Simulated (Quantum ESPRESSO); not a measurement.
# 2H-WS2, 1 layer, stepped through biaxial strain, part 7 of 8

Aim: how the results for 2H-WS2, 1 layer change with biaxial strain.

Quantum ESPRESSO 7.5; plane-wave DFT, PBE, GBRV ultrasoft pseudopotentials.

So far. Step 8 (Bands along a path, -4 %): Along this path the valence top lies at K and the conduction bottom between K and Γ. Step 9 (Relaxing the ions, -3 %): The relaxation lowers the energy by 8 meV an atom.

### Step 12. Relaxing the ions, 3 %

Level of this step: plane-wave DFT, PBE, GBRV ultrasoft pseudopotentials (Quantum ESPRESSO 7.5).

The input, m7.relax.in:

```
&control
  prefix = 'm7.relax'
  outdir = './out'
  pseudo_dir = './pseudo'
  nstep = 40
  forc_conv_thr = 0.0003
  calculation = 'relax'
  tstress = .true.
/
&system
  ibrav = 0
  nat = 3
  ntyp = 2
  ecutwfc = 50
  ecutrho = 250
  occupations = 'smearing'
  smearing = 'fd'
  degauss = 0.002
/
&electrons
  conv_thr = 1e-09
  mixing_beta = 0.4
  electron_maxstep = 120
  mixing_mode = 'plain'
/
&ions
/
ATOMIC_SPECIES
  S   32.0600  s_pbe_v1.4.uspp.F.UPF
  W   183.8400  w_pbe_v1.2.uspp.F.UPF
CELL_PARAMETERS angstrom
  3.28174255357000 0.00000000000000 0.00000000000000
  -1.64087127627000 2.84207242036000 0.00000000000000
  0.00000000000000 0.00000000000000 18.47562023200000
ATOMIC_POSITIONS crystal
  S   0.333333333300 0.666666666700 0.414857061600
  W   0.000000000000 0.000000000000 0.500000000000
  S   0.333333333300 0.666666666700 0.585142938400
K_POINTS automatic
  12 12 1 0 0 0
```

On the command line:

```sh
$ OMP_NUM_THREADS=1 mpirun -n 4 pw.x -nk 4 -in m7.relax.in > m7.relax.out
```

Log:

```text
[banner, memory and clock lines left out]
Program PWSCF v.7.5 starts
[...]
Message from routine setup:
[...]
number of electrons       =        26.00
     number of Kohn-Sham states=           17
     kinetic-energy cutoff     =      50.0000  Ry
     charge density cutoff     =     250.0000  Ry
[...]
number of k points=    19  Fermi-Dirac smearing, width (Ry)=  0.0020
[...]
Dense  grid:    77659 G-vectors     FFT dimensions: (  32,  32, 180)
[...]
negative rho (up, down):  6.109E-02 0.000E+00
     Starting wfcs are   21 randomized atomic wfcs
[...]
negative rho (up, down):  6.216E-02 0.000E+00
[...]
estimated scf accuracy    <       0.11740693 Ry
[...]
negative rho (up, down):  6.302E-02 0.000E+00
[...]
estimated scf accuracy    <       0.06392747 Ry
[...]
negative rho (up, down):  6.398E-02 0.000E+00
[...]
estimated scf accuracy    <       0.01128117 Ry
[...]
negative rho (up, down):  6.478E-02 0.000E+00
[...]
estimated scf accuracy    <       0.00103514 Ry
[...]
negative rho (up, down):  6.489E-02 0.000E+00
[...]
estimated scf accuracy    <       0.00012444 Ry
[...]
negative rho (up, down):  6.480E-02 0.000E+00
[...]
estimated scf accuracy    <       0.00001089 Ry
[...]
negative rho (up, down):  6.472E-02 0.000E+00
[...]
estimated scf accuracy    <       0.00000080 Ry
[...]
negative rho (up, down):  6.468E-02 0.000E+00
[...]
estimated scf accuracy    <       0.00000065 Ry
[...]
negative rho (up, down):  6.468E-02 0.000E+00
[...]
estimated scf accuracy    <       0.00000004 Ry
[...]
negative rho (up, down):  6.469E-02 0.000E+00
[...]
estimated scf accuracy    <       0.00000002 Ry
[...]
negative rho (up, down):  6.469E-02 0.000E+00
[...]
estimated scf accuracy    <          3.5E-09 Ry
[...]
negative rho (up, down):  6.469E-02 0.000E+00
[...]
the Fermi energy is     0.2997 ev
!    total energy              =    -207.51297218 Ry
     estimated scf accuracy    <          4.0E-11 Ry
     smearing contrib. (-TS)   =      -0.00000000 Ry
     internal energy E=F+TS    =    -207.51297218 Ry
[...]
one-electron contribution =    -930.37907487 Ry
     hartree contribution      =     464.88176390 Ry
     xc contribution           =     -58.02540321 Ry
     ewald contribution        =     316.00974200 Ry
     convergence has been achieved in  12 iterations
     negative rho (up, down):  6.469E-02 0.000E+00
[...]
Total force =     0.032654     Total SCF correction =     0.000012
[...]
negative rho (up, down):  6.469E-02 0.000E+00
[...]
negative rho (up, down):  6.468E-02 0.000E+00
[...]
negative rho (up, down):  6.468E-02 0.000E+00
[...]
estimated scf accuracy    <       0.00005809 Ry
[...]
negative rho (up, down):  6.468E-02 0.000E+00
[...]
estimated scf accuracy    <       0.00005546 Ry
[...]
negative rho (up, down):  6.468E-02 0.000E+00
[...]
estimated scf accuracy    <       0.00000342 Ry
[...]
negative rho (up, down):  6.468E-02 0.000E+00
[...]
estimated scf accuracy    <       0.00000075 Ry
[...]
negative rho (up, down):  6.468E-02 0.000E+00
[...]
estimated scf accuracy    <       0.00000004 Ry
[...]
negative rho (up, down):  6.468E-02 0.000E+00
[...]
estimated scf accuracy    <       0.00000002 Ry
[...]
negative rho (up, down):  6.468E-02 0.000E+00
[...]
estimated scf accuracy    <          3.9E-09 Ry
[...]
negative rho (up, down):  6.468E-02 0.000E+00
[...]
the Fermi energy is     0.3273 ev
!    total energy              =    -207.51384391 Ry
     estimated scf accuracy    <          2.6E-10 Ry
     smearing contrib. (-TS)   =      -0.00000000 Ry
     internal energy E=F+TS    =    -207.51384391 Ry
[...]
one-electron contribution =    -933.35294822 Ry
     hartree contribution      =     466.36106449 Ry
     xc contribution           =     -58.04454140 Ry
     ewald contribution        =     317.52258122 Ry
     convergence has been achieved in   8 iterations
     negative rho (up, down):  6.468E-02 0.000E+00
[...]
Total force =     0.020688     Total SCF correction =     0.000051
[...]
negative rho (up, down):  6.468E-02 0.000E+00
[...]
negative rho (up, down):  6.467E-02 0.000E+00
[...]
negative rho (up, down):  6.468E-02 0.000E+00
[...]
estimated scf accuracy    <       0.00006745 Ry
[...]
negative rho (up, down):  6.467E-02 0.000E+00
[...]
estimated scf accuracy    <       0.00005876 Ry
[...]
negative rho (up, down):  6.467E-02 0.000E+00
[...]
estimated scf accuracy    <       0.00000419 Ry
[...]
negative rho (up, down):  6.467E-02 0.000E+00
[...]
estimated scf accuracy    <       0.00000077 Ry
[...]
negative rho (up, down):  6.467E-02 0.000E+00
[...]
estimated scf accuracy    <       0.00000005 Ry
[...]
negative rho (up, down):  6.467E-02 0.000E+00
[...]
estimated scf accuracy    <       0.00000002 Ry
[...]
negative rho (up, down):  6.467E-02 0.000E+00
[...]
estimated scf accuracy    <          4.4E-09 Ry
[...]
negative rho (up, down):  6.467E-02 0.000E+00
[...]
estimated scf accuracy    <          3.2E-10 Ry
[...]
negative rho (up, down):  6.467E-02 0.000E+00
[...]
the Fermi energy is     0.2012 ev
!    total energy              =    -207.51434310 Ry
     estimated scf accuracy    <          6.6E-11 Ry
     smearing contrib. (-TS)   =      -0.00000000 Ry
     internal energy E=F+TS    =    -207.51434310 Ry
[...]
one-electron contribution =    -936.62321805 Ry
     hartree contribution      =     467.98708711 Ry
     xc contribution           =     -58.06583770 Ry
     ewald contribution        =     319.18762553 Ry
     convergence has been achieved in   9 iterations
     negative rho (up, down):  6.467E-02 0.000E+00
[...]
Total force =     0.007034     Total SCF correction =     0.000016
[...]
negative rho (up, down):  6.467E-02 0.000E+00
[...]
negative rho (up, down):  6.466E-02 0.000E+00
[...]
negative rho (up, down):  6.467E-02 0.000E+00
[...]
estimated scf accuracy    <       0.00001737 Ry
[...]
negative rho (up, down):  6.466E-02 0.000E+00
[...]
estimated scf accuracy    <       0.00001400 Ry
[...]
negative rho (up, down):  6.466E-02 0.000E+00
[...]
estimated scf accuracy    <       0.00000115 Ry
[...]
negative rho (up, down):  6.466E-02 0.000E+00
[...]
estimated scf accuracy    <       0.00000015 Ry
[...]
negative rho (up, down):  6.466E-02 0.000E+00
[...]
estimated scf accuracy    <       0.00000002 Ry
[...]
negative rho (up, down):  6.466E-02 0.000E+00
[...]
estimated scf accuracy    <          7.8E-10 Ry
[...]
negative rho (up, down):  6.466E-02 0.000E+00
[...]
estimated scf accuracy    <          9.0E-10 Ry
[...]
negative rho (up, down):  6.466E-02 0.000E+00
[...]
the Fermi energy is     0.2161 ev
!    total energy              =    -207.51440663 Ry
     estimated scf accuracy    <          3.3E-11 Ry
     smearing contrib. (-TS)   =      -0.00000000 Ry
     internal energy E=F+TS    =    -207.51440663 Ry
[...]
one-electron contribution =    -938.30806062 Ry
     hartree contribution      =     468.82480034 Ry
     xc contribution           =     -58.07691979 Ry
     ewald contribution        =     320.04577344 Ry
     convergence has been achieved in   8 iterations
     negative rho (up, down):  6.466E-02 0.000E+00
[...]
Total force =     0.000186     Total SCF correction =     0.000015
[...]
negative rho (up, down):  6.466E-02 0.000E+00
[...]
```

Run time: 71 s. Hardware: 4 MPI ranks of Arm Neoverse V1, shared host; peak memory 0.82 GiB.

Relaxation path:

| step | energy less that of the first step (eV) | largest force (eV/Å) |
| --- | --- | --- |
| 1 | 0.0000 | 0.5937 |
| 2 | -0.0119 | 0.3761 |
| 3 | -0.0187 | 0.1279 |
| 4 | -0.0195 | 0.0034 |

The atoms that moved most (Å):

| atom | dx | dy | dz | length |
| --- | --- | --- | --- | --- |
| S3 | 0.000 | 0.000 | -0.033 | 0.033 |
| S1 | 0.000 | 0.000 | 0.033 | 0.033 |

Final coordinates:

```cif
data_structure
_symmetry_space_group_name_H-M 'P 1'
_symmetry_Int_Tables_number 1
_cell_length_a 3.2817
_cell_length_b 3.2817
_cell_length_c 18.4756
_cell_angle_alpha 90.000
_cell_angle_beta 90.000
_cell_angle_gamma 120.000
_cell_volume 172.32
loop_
_atom_site_label
_atom_site_type_symbol
_atom_site_fract_x
_atom_site_fract_y
_atom_site_fract_z
_atom_site_occupancy
S1 S 0.33333 0.66667 0.41662 1
W2 W 0.00000 0.00000 0.50000 1
S3 S 0.33333 0.66667 0.58338 1
```

The relaxation lowers the energy by 7 meV an atom.

Read from the output:

```
free energy  : -2823.3773 eV
Fermi energy : 0.2161 eV
```

### Step 13. Self-consistent run, 3 %

The input, m7.scf.in:

```
&control
  prefix = 'm7.scf'
  outdir = './out'
  pseudo_dir = './pseudo'
  calculation = 'scf'
  tprnfor = .true.
/
&system
  ibrav = 0
  nat = 3
  ntyp = 2
  ecutwfc = 40
  ecutrho = 200
  occupations = 'smearing'
  smearing = 'fd'
  degauss = 0.002
  nbnd = 17
/
&electrons
  conv_thr = 1e-09
  mixing_beta = 0.4
  electron_maxstep = 120
  mixing_mode = 'plain'
/
ATOMIC_SPECIES
  S   32.0600  s_pbe_v1.4.uspp.F.UPF
  W   183.8400  w_pbe_v1.2.uspp.F.UPF
CELL_PARAMETERS angstrom
  3.28174255357000 0.00000000000000 0.00000000000000
  -1.64087127627000 2.84207242036000 0.00000000000000
  0.00000000000000 0.00000000000000 18.47562023200000
ATOMIC_POSITIONS crystal
  S   0.333333333300 0.666666666700 0.416620639100
  W   0.000000000000 0.000000000000 0.500000000000
  S   0.333333333300 0.666666666700 0.583379360900
K_POINTS automatic
  12 12 1 0 0 0
```

On the command line:

```sh
$ OMP_NUM_THREADS=1 mpirun -n 4 pw.x -nk 4 -in m7.scf.in > m7.scf.out
```

Log:

```text
[banner, memory and clock lines left out]
Program PWSCF v.7.5 starts
[...]
Message from routine setup:
[...]
number of electrons       =        26.00
     number of Kohn-Sham states=           17
     kinetic-energy cutoff     =      40.0000  Ry
     charge density cutoff     =     200.0000  Ry
[...]
number of k points=    19  Fermi-Dirac smearing, width (Ry)=  0.0020
[...]
Dense  grid:    55357 G-vectors     FFT dimensions: (  27,  27, 160)
[...]
negative rho (up, down):  6.756E-02 0.000E+00
     Starting wfcs are   21 randomized atomic wfcs
[...]
negative rho (up, down):  6.829E-02 0.000E+00
[...]
estimated scf accuracy    <       0.11623479 Ry
[...]
negative rho (up, down):  6.910E-02 0.000E+00
[...]
estimated scf accuracy    <       0.05350582 Ry
[...]
negative rho (up, down):  6.985E-02 0.000E+00
[...]
estimated scf accuracy    <       0.01094647 Ry
[...]
negative rho (up, down):  7.055E-02 0.000E+00
[...]
estimated scf accuracy    <       0.00103901 Ry
[...]
negative rho (up, down):  7.062E-02 0.000E+00
[...]
estimated scf accuracy    <       0.00012570 Ry
[...]
negative rho (up, down):  7.059E-02 0.000E+00
[...]
estimated scf accuracy    <       0.00000887 Ry
[...]
negative rho (up, down):  7.053E-02 0.000E+00
[...]
estimated scf accuracy    <       0.00000075 Ry
[...]
negative rho (up, down):  7.049E-02 0.000E+00
[...]
estimated scf accuracy    <       0.00000069 Ry
[...]
negative rho (up, down):  7.049E-02 0.000E+00
[...]
estimated scf accuracy    <       0.00000007 Ry
[...]
negative rho (up, down):  7.049E-02 0.000E+00
[...]
estimated scf accuracy    <       0.00000001 Ry
[...]
negative rho (up, down):  7.049E-02 0.000E+00
[...]
estimated scf accuracy    <          4.1E-09 Ry
[...]
negative rho (up, down):  7.049E-02 0.000E+00
[...]
the Fermi energy is     0.2930 ev
!    total energy              =    -207.50917274 Ry
     estimated scf accuracy    <          1.5E-10 Ry
     smearing contrib. (-TS)   =      -0.00000000 Ry
     internal energy E=F+TS    =    -207.50917274 Ry
[...]
one-electron contribution =    -938.29111475 Ry
     hartree contribution      =     468.81379321 Ry
     xc contribution           =     -58.07762468 Ry
     ewald contribution        =     320.04577347 Ry
     convergence has been achieved in  12 iterations
     negative rho (up, down):  7.049E-02 0.000E+00
[...]
Total force =     0.000443     Total SCF correction =     0.000035
[...]
```

Elapsed: 13 s, on 4 MPI ranks; peak memory 0.5 GiB.

This step gave:

* free energy: -2823.3061 eV
* Fermi energy: 0.293 eV
* valence top, on the run's zero: -0.2989 eV
* conduction bottom, on the run's zero: 0.8410 eV
* gap by band count: 1.140 eV

### Step 14. SCF with pw.x, 3 %

Level of this step: plane-wave DFT, PBE, PseudoDojo fully relativistic norm-conserving pseudopotentials (Quantum ESPRESSO 7.5).

m7.soc.in is the input of step 13 with these lines changed:

```diff
@@ -1,3 +1,3 @@
 &control
-  prefix = 'm7.scf'
+  prefix = 'm7.soc'
   outdir = './out'
@@ -11,4 +11,4 @@
   ntyp = 2
-  ecutwfc = 40
-  ecutrho = 200
+  ecutwfc = 62
+  ecutrho = 248
   occupations = 'smearing'
@@ -16,6 +16,8 @@
   degauss = 0.002
-  nbnd = 17
+  noncolin = .true.
+  lspinorb = .true.
+  nbnd = 32
 /
 &electrons
-  conv_thr = 1e-09
+  conv_thr = 1e-07
   mixing_beta = 0.4
@@ -25,4 +27,4 @@
 ATOMIC_SPECIES
-  S   32.0600  s_pbe_v1.4.uspp.F.UPF
-  W   183.8400  w_pbe_v1.2.uspp.F.UPF
+  S   32.0600  S.dojo-fr-pbe-0.4-standard.upf
+  W   183.8400  W.dojo-fr-pbe-0.4-standard.upf
 CELL_PARAMETERS angstrom
@@ -36,2 +38,2 @@
 K_POINTS automatic
-  12 12 1 0 0 0
+  6 6 1 0 0 0
```

On the command line:

```sh
$ OMP_NUM_THREADS=1 mpirun -n 4 pw.x -nk 2 -in m7.soc.in > m7.soc.out
```

Log:

```text
[banner, memory and clock lines left out]
Program PWSCF v.7.5 starts
[...]
Message from routine setup:
[...]
number of electrons       =        26.00
     number of Kohn-Sham states=           32
     kinetic-energy cutoff     =      62.0000  Ry
     charge density cutoff     =     248.0000  Ry
[...]
number of k points=     7  Fermi-Dirac smearing, width (Ry)=  0.0020
[...]
Dense  grid:    76723 G-vectors     FFT dimensions: (  32,  32, 180)
[...]
negative rho (up, down):  5.094E-05 0.000E+00
     Starting wfcs are   36 randomized atomic wfcs
[...]
negative rho (up, down):  2.685E-05 0.000E+00
[...]
estimated scf accuracy    <       0.10688256 Ry
[...]
negative rho (up, down):  1.825E-05 0.000E+00
[...]
estimated scf accuracy    <       0.04087041 Ry
[...]
negative rho (up, down):  8.466E-06 0.000E+00
[...]
estimated scf accuracy    <       0.00795101 Ry
[...]
negative rho (up, down):  4.898E-07 0.000E+00
[...]
estimated scf accuracy    <       0.00123595 Ry
[...]
negative rho (up, down):  1.460E-07 0.000E+00
[...]
estimated scf accuracy    <       0.00036277 Ry
[...]
estimated scf accuracy    <       0.00006797 Ry
[...]
estimated scf accuracy    <       0.00000162 Ry
[...]
estimated scf accuracy    <       0.00000128 Ry
[...]
the Fermi energy is     0.2640 ev
!    total energy              =    -196.31828589 Ry
     estimated scf accuracy    <       0.00000005 Ry
     smearing contrib. (-TS)   =      -0.00000000 Ry
     internal energy E=F+TS    =    -196.31828589 Ry
[...]
one-electron contribution =    -939.80689209 Ry
     hartree contribution      =     469.32283193 Ry
     xc contribution           =     -45.87999921 Ry
     ewald contribution        =     320.04577348 Ry
     convergence has been achieved in   9 iterations
[...]
Total force =     0.000455     Total SCF correction =     0.000114
[...]
```

Run time: 23 s. Hardware: 4 MPI ranks; peak memory 0.61 GiB; 93 s of CPU time.

This step gave:

- free energy: -2671.0464 eV
- Fermi energy: 0.264 eV
- valence top, on the run's zero: -0.2855 eV
- conduction bottom, on the run's zero: 0.8180 eV
- gap by band count: 1.103 eV

[end of part 7 of 8]

[Logs are printed without paths, hosts, clocks, repeated set-up lines and the standing remarks that a program may print on its own settings, such as how far it seeks lower states.]

[Hosts, paths, dates, database ids (printed as entryN), source tags and the programs' standing remarks are cut or masked in the printed files.]

[Maps of the electrostatic potential energy from Ansatz leave out the sawtooth potential of an applied field or a dipole correction, so their vacuum need not be flat; planar profiles and work functions include it.]
